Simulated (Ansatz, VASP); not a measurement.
TiPt3 in VASP and in Ansatz

```
Pt Ti
1.0
     3.89700    0.00000    0.00000
     0.00000    3.89700    0.00000
     0.00000    0.00000    3.89700
Pt Ti
3 1
Direct
  0.49329 0.49556 0.01067
  0.50381 0.99229 0.48674
  0.00851 0.50969 0.50900
  0.98699 0.00532 0.00448
```

Change from the starting cell: atoms moved at random, drawn with an rms of 0.05 Å.

Alike in both runs: task single point; functional PBEsol; k mesh 7 × 7 × 7; occupations fermi-dirac, width 0.05 eV; no spin polarisation.

|  | VASP | Ansatz |
| --- | --- | --- |
| version | VASP 6.6.1 | Ansatz 0.2.0 |
| potentials or method | VASP PAW PBE potentials, release 64 (Pt, Ti_sv) | Ansatz PAW |
| plane-wave cutoff (eV) | 520 | 420 |
| valence electrons in the cell | 42 | 66 |

Ansatz gave:

| Item | Value |
| --- | --- |
| gap on the k mesh at the Fermi level (eV) | none |
| pressure (GPa) | 1.4 |
| largest component of the traceless stress (GPa) | 0.23 |
| rms of the force components (eV/Å) | 0.446 |

Q: Estimate VASP's values.

A: gap on the k mesh at the Fermi level (eV): none; pressure (GPa): 1.2; largest component of the traceless stress (GPa): 0.23; rms of the force components (eV/Å): 0.443.

Atom by atom the forces differ by 0.003 eV/Å (rms over components). A gap of «none» marks a metal or a gap that the smearing closes. The two sets of potentials don't hold the same shells in valence.

Caveats: the PAW data sets were made with another functional, which shifts forces and pressure a little (VASP); the PAW data sets come from PBE, with cores solved anew for the run's functional, which leaves a small shift of forces and pressure (Ansatz). The runs have no spin-orbit coupling, so splittings on Pt are missing.
